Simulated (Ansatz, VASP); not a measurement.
In3O2: VASP beside Ansatz

```
In O
1.0
     3.69481    0.00000    0.00000
    -1.84741    3.19980    0.00000
     0.00000    0.00000    7.93100
In O
3 2
Direct
  0.00000 0.00000 0.00000
  0.33333 0.66667 0.68306
  0.66667 0.33333 0.31694
  0.33333 0.66667 0.38800
  0.66667 0.33333 0.61200
```

Alike in both runs: functional PBE; k mesh 6 × 6 × 4; occupations gaussian, width 0.1 eV; no spin polarisation.

Ansatz relaxed the structure, and its values are those at the end. VASP's run is a single point on that final structure, the one shown.

|  | VASP | Ansatz |
| --- | --- | --- |
| version | VASP 6.6.1 | Ansatz 0.2.0 |
| potentials or method | VASP PAW PBE potentials, release 64 (In_d, O) | scalar-relativistic, plane waves, PAW |
| plane-wave cutoff (eV) | 520 | 420 |
| valence electrons in the cell | 51 | 51 |

|  | VASP | Ansatz | Ansatz less VASP |
| --- | --- | --- | --- |
| gap on the k mesh at the Fermi level (eV) | none | none | - |
| pressure (GPa) | 0.1 | -0.1 | -0.15 |
| rms of the force components (eV/Å) | 0.017 | 0.017 | +0.0001 |

A gap of «none» marks a metal or a gap that the smearing closes.

Caveats: an odd number of electrons without spin polarisation forces a metal; a magnetic or distorted state may lie lower.
